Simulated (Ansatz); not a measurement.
# TaN: the cost of one run

Method: DFT PBE, scalar-relativistic, plane waves, PAW, in Ansatz 0.2.0.

2 further runs of the same task are left out: 2 set aside as unsound or not needed.

### 1 The starting structure

The structure is hexagonal, space group P-6m2 (No. 187). The conventional cell has a = 2.950 Å, b = 2.950 Å, c = 2.898 Å, α = 90.00°, β = 90.00°, γ = 120.00°. Ta (site symmetry -6m2) has 6 N at 2.24 Å as nearest neighbours. N (site symmetry -6m2) is surrounded by 6 Ta at 2.24 Å.

Coordinates:

```
CELL_PARAMETERS angstrom
2.95018 0.00000 0.00000
-1.47509 2.55493 0.00000
0.00000 0.00000 2.89777
ATOMIC_POSITIONS crystal
Ta 0.33333 0.66667 0.50000
N 0.00000 0.00000 0.00000
```

It is the result of an earlier relaxation at this level (volume 10.92 Å³/atom; gap on the mesh: none (metal)).

### 2 The bulk in the cell of the plane

input.yaml

```yaml
crystal:
  lattice:
    - [2.9501846799, 0.0, 0.0]
    - [-1.47509234, 2.5549348787, 0.0]
    - [0.0, 0.0, 2.8977716018]
  atoms:
    - { symbol: Ta, position: [0.3333333333, 0.6666666667, 0.5] }
    - { symbol: "N", position: [0.0, 0.0, 0.0] }
basis:
  ecutwfc: 420
kpoints:
  mp_grid: { grid: [12, 12, 12] }
hamiltonian:
  xc: pbe
scf:
  occupations: { method: gaussian, width: 0.1 }
output:
  forces: true
  stress: true
  eigenvalues: true
```

The run is started by

```bash
$ ansatz run input.yaml --threads 1 --pin off --max-ram 2560MiB --backend cpu --events-out ev --progress --plain --runs-dir out
```

What time and memory should one allow on 1 thread of Intel Xeon 6975P-C (Granite Rapids), shared host?

About 1.6 s, with a peak of 0.35 GiB.
